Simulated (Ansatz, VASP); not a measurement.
# One calculation of TiB2, two programs

The input INCAR:

```
  PREC = Accurate
  ENCUT = 520
  EDIFF = 1E-7
  ISMEAR = 0
  SIGMA = 0.15
  LREAL = F
  LASPH = T
  NELM = 60
  ALGO = Normal
  ISIF = 2
  LWAVE = F
  LCHARG = T
  GGA = PE
  LELF = T
  LVHAR = T
  NBANDS = 16
```

KPOINTS

```
regular mesh
0
Gamma
  18 18 14
```

Contents of POSCAR:

```
TiB2
1.0
    3.0848614379      0.0000000000      0.0000000000
   -1.5424307190      2.6715683723      0.0000000000
    0.0000000000      0.0000000000      3.2242295241
Ti B
1 2
Direct
    0.0000000000      0.0000000000      0.0000000000
    0.3333333333      0.6666666667      0.5000000000
    0.6666666667      0.3333333333      0.5000000000
```

Input for Ansatz:

```yaml
crystal:
  lattice:
    - [3.0848614379, 0.0, 0.0]
    - [-1.542430719, 2.6715683723, 0.0]
    - [0.0, 0.0, 3.2242295241]
  atoms:
    - { symbol: Ti, position: [0.0, 0.0, 0.0] }
    - { symbol: B, position: [0.3333333333, 0.6666666667, 0.5] }
    - { symbol: B, position: [0.6666666667, 0.3333333333, 0.5] }
basis:
  ecutwfc: 420
kpoints:
  mp_grid: { grid: [18, 18, 14] }
hamiltonian:
  xc: pbe
scf:
  occupations: { method: gaussian, width: 0.15 }
output:
  forces: true
  stress: true
  eigenvalues: true
```

Change from the starting cell: strain +0.0175 x Voigt [1, 1, 0, 0, 0, 0], atoms carried along.

Alike in both runs: task single point; functional PBE; k mesh 18 × 18 × 14; occupations gaussian, width 0.15 eV; no spin polarisation.

|  | VASP | Ansatz |
| --- | --- | --- |
| version | VASP 6.6.1 | Ansatz 0.2.0 |
| potentials or method | VASP PAW PBE potentials, release 64 (Ti_sv, B) | scalar-relativistic, plane waves, PAW |
| plane-wave cutoff (eV) | 520 | 420 |
| valence electrons in the cell | 18 | 18 |

```tsv
	VASP	Ansatz	Ansatz less VASP
gap on the k mesh at the Fermi level (eV)	none	none	-
pressure (GPa)	-8.7	-8.8	-0.15
largest component of the traceless stress (GPa)	5.55	5.54	-0.014
```

A gap of «none» marks a metal or a gap that the smearing closes.
